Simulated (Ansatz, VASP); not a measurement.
Two plane-wave programs on PbSe

File INCAR:

```
PREC = Accurate
ENCUT = 520
EDIFF = 1E-6
ISMEAR = 0
SIGMA = 0.05
LREAL = F
LASPH = T
NELM = 60
ALGO = Normal
ISIF = 2
LWAVE = F
LCHARG = F
GGA = PE
NBANDS = 17
```

KPOINTS

```
regular mesh
0
Gamma
  10 10 10
```

POSCAR

```
PbSe
1.0
   -0.0612430000      3.0450938245      3.0930470935
    2.9585574655      0.0000000000      3.0318040935
    3.0198004655      3.0450938245     -0.0612430000
Pb Se
1 1
Direct
    0.0097970380     -0.0097970380      0.0097970380
    0.4902029620      0.5097970380      0.4902029620
```

Input for Ansatz:

```yaml
crystal:
  lattice:
    - [-0.061243, 3.0450938245, 3.0930470935]
    - [2.9585574655, 0.0, 3.0318040935]
    - [3.0198004655, 3.0450938245, -0.061243]
  atoms:
    - { symbol: Pb, position: [0.009797038, -0.009797038, 0.009797038] }
    - { symbol: Se, position: [0.490202962, 0.509797038, 0.490202962] }
basis:
  ecutwfc: 420
kpoints:
  mp_grid: { grid: [10, 10, 10] }
hamiltonian:
  xc: pbe
scf:
  occupations: { method: gaussian, width: 0.05 }
output:
  forces: true
  stress: true
  eigenvalues: true
```

Alike in both runs: task single point; functional PBE; k mesh 10 × 10 × 10; occupations gaussian, width 0.05 eV; no spin polarisation.

```csv
,VASP,Ansatz
version,VASP 6.6.1,Ansatz 0.2.0
potentials or method,"VASP PAW PBE potentials, release 64 (Pb_d, Se)","scalar-relativistic, plane waves, PAW"
plane-wave cutoff (eV),520,420
valence electrons in the cell,20,30
```

```csv
,VASP,Ansatz,Ansatz less VASP
gap on the k mesh at the Fermi level (eV),0.24,0.24,-0.005
least direct gap on the mesh (eV),0.41,0.41,-0.005
pressure (GPa),3.2,3.2,+0.02
largest component of the traceless stress (GPa),1.89,1.88,-0.006
rms of the force components (eV/Å),0.071,0.069,-0.0017
```

Atom by atom the forces differ by 0.002 eV/Å (rms over components). With one functional, cell and mesh, what is left measures potentials, basis and numerics. The two sets of potentials don't hold the same shells in valence.

Caveats: spin-orbit coupling is left out, which as a rule narrows the gap of such compounds by several tenths of an eV.
